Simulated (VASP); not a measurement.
A run of VASP 6.6.1:

File POSCAR:

```
KF
1.0
    0.0000000000      2.6589566777      2.6589566777
    2.6589566777      0.0000000000      2.6589566777
    2.6589566777      2.6589566777      0.0000000000
K F
1 1
Direct
    0.0000000000      0.0000000000      0.0000000000
    0.5000000000      0.5000000000      0.5000000000
```

File INCAR.step1:

```
PREC = Accurate
ENCUT = 520
EDIFF = 1E-5
ISMEAR = 0
SIGMA = 0.01
LREAL = False
LASPH = True
NELM = 80
ALGO = Normal
ISIF = 2
LWAVE = True
LCHARG = False
NBANDS = 15
GGA = PE
```

The input INCAR.step2:

```
PREC = Accurate
ENCUT = 520
EDIFF = 1E-6
ISMEAR = 0
SIGMA = 0.01
LREAL = False
LASPH = True
NELM = 80
ALGO = Normal
ISIF = 2
LWAVE = False
LCHARG = False
GGA = PE
LHFCALC = True
HFSCREEN = 0.2079
PRECFOCK = Normal
NBANDS = 15
ISTART = 1
```

The input KPOINTS:

```
Automatic mesh
0
Gamma
  4 4 4
```

Potentials or basis: VASP PAW PBE potentials, release 64 (K_sv, F).

Command:

```sh
$ cat potpaw_PBE.64/K_sv/POTCAR potpaw_PBE.64/F/POTCAR > POTCAR
$ cp INCAR.step1 INCAR
$ mpirun -np 1 vasp_std > vasp.out
$ cp INCAR.step2 INCAR
$ mpirun -np 1 vasp_std > vasp.out
```

Hardware: 1 thread of Intel(R) Xeon(R) Platinum 8375C CPU @ 2.90GHz (Ice Lake) (shared host).

**Question.** How long does it take, and how much memory?

**Answer.** Run time: 9.9 min on 1 thread of Intel(R) Xeon(R) Platinum 8375C CPU @ 2.90GHz (Ice Lake), with other jobs on the host, peak memory 0.27 GiB. Counts: scf iterations 9, k points 8.
